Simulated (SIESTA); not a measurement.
The system is PbS (Galena).

```xyz
2
Lattice="0.0000 2.9657 2.9657 2.9657 0.0000 2.9657 2.9657 2.9657 0.0000" Properties=species:S:1:pos:R:3 pbc="T T T"
Pb    0.0000    0.0000    0.0000
S     2.9657    2.9657    2.9657
```

Base run:

| Property | Result |
| --- | --- |
| Program | SIESTA 5.4.2 |
| Functional | SOGGA |
| Potentials or basis | PseudoDojo 0.4 standard (PBEsol files) |
| Basis | DZP (energy shift 0.002 Ry) |
| Grid cutoff | 500 Ry |
| Energy shift | 0.002 Ry |
| k mesh | 8 × 8 × 8 |
| Occupations | fermi-dirac, width 0.05 eV |
| Spin | no spin polarisation |

Its results: band gap on the k mesh 0.29 eV, direct; pressure -0.9 GPa.

Question: The run is repeated on the same cell with these changes: functional from SOGGA to PW91; potentials or basis from PseudoDojo 0.4 standard (PBEsol files) to PseudoDojo 0.4 standard (PBE files). What comes out?

Answer: Band gap on the k mesh 0.42 eV, direct; pressure 2.8 GPa.

Caveats: semicore shells carry a single zeta, which can move pressures by several GPa and volumes by a few percent; the potentials were made for another functional, which shifts forces and pressure; spin-orbit coupling is left out, which as a rule narrows the gap of such compounds by several tenths of an eV; the basis of atomic orbitals isn't converged, which shifts pressures, moduli and gaps.
